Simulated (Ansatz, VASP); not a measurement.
**One calculation of Cs, two programs**

```
Cs
1.0
     5.25182    0.00000    0.00000
    -2.62591    4.54821    0.00000
     0.00000    0.00000    8.50795
Cs
2
Direct
  0.33333 0.66667 0.25000
  0.66667 0.33333 0.75000
```

Alike in both runs: functional PBEsol; k mesh 8 × 8 × 5; occupations fermi-dirac, width 0.08 eV; no spin polarisation.

Ansatz relaxed the structure, and its values are those at the end. VASP's run is a single point on that final structure, the one shown.

|  | VASP | Ansatz |
| --- | --- | --- |
| version | VASP 6.6.1 | Ansatz 0.2.0 |
| potentials or method | VASP PAW PBE potentials, release 64 (Cs_sv) | PAW with Ansatz's default frozen-core files, scalar-relativistic |
| plane-wave cutoff (eV) | 520 | 420 |
| valence electrons in the cell | 18 | 18 |

```tsv
	VASP	Ansatz	Ansatz less VASP
pressure (GPa)	0.2	0.2	+0.01
```

The functional is the same, so the differences come from potentials, cutoffs and numerics.

Caveats: the PAW data sets were made with another functional, which shifts forces and pressure a little (VASP). The runs have no spin-orbit coupling, so splittings on Cs are missing.
